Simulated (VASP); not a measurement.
# P: convergence, self-consistent run

P, R-3m (no. 166), 2 atoms in the cell. PBE with TS; PAW potentials P (PBE set). VASP 6.6.1.

Wanted: energy within 2 meV/atom; pressure within 0.1 GPa.

POSCAR:
```
P
1.0
    1.7257251780      0.9963478961      3.1296800121
   -1.7257251780      0.9963478961      3.1296800121
    0.0000000000     -1.9926957921      3.1296800121
P
2
Direct
    0.7729197500      0.7729197500      0.7729197500
    0.2270802500      0.2270802500      0.2270802500
```

## Inputs of the Tkatchenko-Scheffler term

| Inputs of the Tkatchenko-Scheffler term | Energy less reference (meV/atom) | Pressure (GPa) | SCF iterations | Time (s) |
|---|---|---|---|---|
| default | 0.0 | -0.49 | 13 | 18 |
| VDW_RADIUS = 15 | 4.0 | -0.41 | 13 | 15 |
| VDW_RADIUS = 100 | -0.1 | -0.49 | 13 | 20 |
| VDW_SR = 0.9 | -42.4 | -0.31 | 13 | 21 |
| VDW_D = 15.0 | -19.0 | -0.73 | 13 | 21 |
| VDW_ALPHA = 25.000, VDW_C6AU = 185.000 | 0.0 | -0.49 | 13 | 18 |
| VDW_ALPHA = 25.000, VDW_C6AU = 203.500 | -21.8 | -0.65 | 13 | 20 |

Chosen: default; no other choice that stays within half of the tolerance saves 30 % of the time.

## The input

INCAR:
```
ALGO     = Normal         # electronic algorithm
EDIFF    = 1E-7           # SCF threshold, eV
ENCUT    = 520            # plane-wave cutoff, eV
ISIF     = 2              # what is computed and relaxed
ISMEAR   = 0              # smearing method
IVDW     = 2              # dispersion correction
LASPH    = T              # aspherical terms in the spheres
LCHARG   = F              # write CHGCAR
LREAL    = F              # projectors in reciprocal space
LWAVE    = F              # write WAVECAR
NELM     = 100            # most SCF steps
PREC     = Accurate       # precision mode
SIGMA    = 0.02           # smearing width, eV
```

KPOINTS:
```
k-points
0
Gamma
  7 7 7
```

Commands:
```
cat potpaw_PBE.64/P/POTCAR > POTCAR
mpirun -np 1 vasp_std > vasp.out
```

The chosen input took VASP 6.6.1 18 s on 1 core (Intel Xeon Platinum 8259CL @ 2.50GHz (Skylake/Cascade Lake)), a shared host.
